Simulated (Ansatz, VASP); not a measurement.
**TiO2 in VASP and in Ansatz**

POSCAR

```
TiO2
1.0
    0.0000000000      2.3968272579      2.2659604896
    2.3968272579      0.0000000000      2.2659604896
    2.3968272579      2.3968272579      0.0000000000
Ti O
1 2
Direct
    0.0000000000      0.0000000000      0.0000000000
    0.2500000000      0.2500000000      0.2500000000
    0.7500000000      0.7500000000      0.7500000000
```

The input INCAR.step1:

```
SYSTEM = TiO2
  PREC = Accurate
  ENCUT = 520
  ISMEAR = 0
  SIGMA = 0.01
  LREAL = .False.
  LASPH = .True.
  NELM = 60
  NBANDS = 19
  GGA = PE
  ALGO = Normal
  EDIFF = 1E-4
  LWAVE = .True.
  LCHARG = .False.
```

Contents of INCAR.step2:

```
SYSTEM = TiO2
  PREC = Accurate
  ENCUT = 520
  EDIFF = 1E-6
  ISMEAR = 0
  SIGMA = 0.01
  LREAL = .False.
  LASPH = .True.
  NELM = 60
  ALGO = Normal
  ISIF = 2
  LWAVE = .False.
  LCHARG = .True.
  METAGGA = R2SCAN
  LMIXTAU = .True.
  LELF = .True.
  LVHAR = .True.
  NBANDS = 19
  ISTART = 1
```

Contents of KPOINTS:

```
regular mesh
0
Gamma
  10 10 10
  0 0 0
```

Input for Ansatz:

```yaml
crystal:
  lattice:
    - [0.0, 2.3968272579, 2.2659604896]
    - [2.3968272579, 0.0, 2.2659604896]
    - [2.3968272579, 2.3968272579, 0.0]
  atoms:
    - { symbol: Ti, position: [0.0, 0.0, 0.0] }
    - { symbol: O, position: [0.25, 0.25, 0.25] }
    - { symbol: O, position: [0.75, 0.75, 0.75] }
kpoints:
  mp_grid: { grid: [10, 10, 10] }
  band_path:
    path:
      - [0.0, 0.0, 0.0]
      - [0.5, 0.0, 0.5]
      - [0.625, 0.25, 0.625]
      - [0.375, 0.375, 0.75]
      - [0.5, 0.5, 0.5]
      - [0.5, 0.25, 0.75]
    npoints: 1
hamiltonian:
  xc: r2scan
scf:
  occupations: { method: fixed }
  n_extra_bands: 4
output:
  forces: true
  stress: true
  eigenvalues: true
```

Change from the starting cell: uniaxial_z strain -5.5%.

Alike in both runs: task single point; functional r2SCAN; k mesh 10 × 10 × 10; no spin polarisation.

|  | VASP | Ansatz |
| --- | --- | --- |
| version | VASP 6.6.1 | Ansatz 0.2.0 |
| potentials or method | VASP PAW PBE potentials, release 64 (Ti_sv, O) | plane waves, PAW |
| plane-wave cutoff (eV) | 520 | 500 |
| occupations | gaussian, width 0.01 eV | fixed |
| valence electrons in the cell | 24 | 24 |

|  | VASP | Ansatz | Ansatz less VASP |
| --- | --- | --- | --- |
| gap on the k mesh at the Fermi level (eV) | 0.93 | 0.89 | -0.037 |
| pressure (GPa) | 19.8 | 17.9 | -1.88 |
| largest component of the traceless stress (GPa) | 23.76 | 23.88 | +0.128 |

Caveats: so large a pressure means that the cell lies far from this level's equilibrium, or that cutoff or potentials fall short (VASP); the potentials were made for another functional, which shifts forces and pressure (VASP). A k mesh can miss the band edges.
